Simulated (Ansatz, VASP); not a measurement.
**Sr: VASP beside Ansatz**

The input INCAR:

```
  ALGO = Normal
  EDIFF = 1E-6
  ENCUT = 520
  GGA = PE
  ISIF = 2
  ISMEAR = -1
  LASPH = True
  LCHARG = False
  LREAL = False
  LWAVE = False
  NBANDS = 17
  NELM = 100
  PREC = Accurate
  SIGMA = 0.08
```

Contents of KPOINTS:

```
k-points
0
Gamma
  11 11 6
```

The input POSCAR:

```
Sr
1.0
    4.2379552575      0.0000000000      0.0000000000
   -2.1189776288      3.6701769131      0.0000000000
    0.0000000000      0.0000000000      7.1036625364
Sr
2
Direct
    0.3333333333      0.6666666667      0.2500000000
    0.6666666667      0.3333333333      0.7500000000
```

Input for Ansatz:

```yaml
crystal:
  lattice:
    - [4.2379552575, 0.0, 0.0]
    - [-2.1189776288, 3.6701769131, 0.0]
    - [0.0, 0.0, 7.1036625364]
  atoms:
    - { symbol: Sr, position: [0.3333333333, 0.6666666667, 0.25] }
    - { symbol: Sr, position: [0.6666666667, 0.3333333333, 0.75] }
kpoints:
  mp_grid: { grid: [11, 11, 6] }
scf:
  occupations: { method: fermi_dirac, width: 0.08 }
hamiltonian:
  xc: pbe
  pseudopotentials: { kind: all_electron, lapw: { basis_error: 0.001 } }
output:
  forces: true
  stress: true
  eigenvalues: true
```

Change from the starting cell: z stretched by +1.5 % at fixed volume.

Alike in both runs: task single point; functional PBE; k mesh 11 × 11 × 6; occupations fermi-dirac, width 0.08 eV; no spin polarisation.

|  | VASP | Ansatz |
| --- | --- | --- |
| version | VASP 6.6.1 | Ansatz 0.2.0 |
| potentials or method | VASP PAW PBE potentials, release 64 (Sr_sv) | all-electron LAPW, scalar-relativistic |
| plane-wave cutoff (eV) | 520 | see its input |

```csv
,VASP,Ansatz,Ansatz less VASP
pressure (GPa),0.0,0.0,-0.01
largest component of the traceless stress (GPa),0.33,0.33,-0.001
```

Ansatz ran all-electron here, so the differences hold the error of VASP's frozen core and of both bases.
